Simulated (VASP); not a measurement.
Sb: equation of state with PBE

The system is Sb.

```xyz
1
Lattice="3.1600 0.0000 0.0000 0.0000 3.1600 0.0000 0.0000 0.0000 3.1600" Properties=species:S:1:pos:R:3 pbc="T T T"
Sb    0.0000    0.0000    0.0000
```

This isn't the form of Sb at room conditions, which is rhombohedral.

```
Program                : VASP 6.6.1
Task                   : equation of state
Functional             : PBE
Potentials or basis    : VASP PAW PBE potentials, release 64 (Sb)
Cutoff                 : 520 eV
k mesh                 : 8 × 8 × 8
Occupations            : fermi-dirac, width 0.05 eV
Spin                   : no spin polarisation
Further INCAR settings : ALGO = Normal; EDIFF = 1e-07; NBANDS = 8
```

```yaml
Equilibrium_volume: 30.19 Å³/atom
Bulk_modulus: 58 GPa
Pressure_derivative_of_the_bulk_modulus: 4.8
```

Energy against volume, from the lowest point:
```csv
volume (Å³/atom),energy (meV/atom)
29.661,1.69
30.292,0.00
30.923,2.98
31.554,10.11
32.186,20.89
32.817,34.92
33.448,51.81
```

All runs of the series together: 39 s on 1 thread of Intel(R) Xeon(R) Platinum 8488C (Sapphire Rapids), on a shared host.

Spin-orbit coupling is left out, which matters for the levels of Sb.
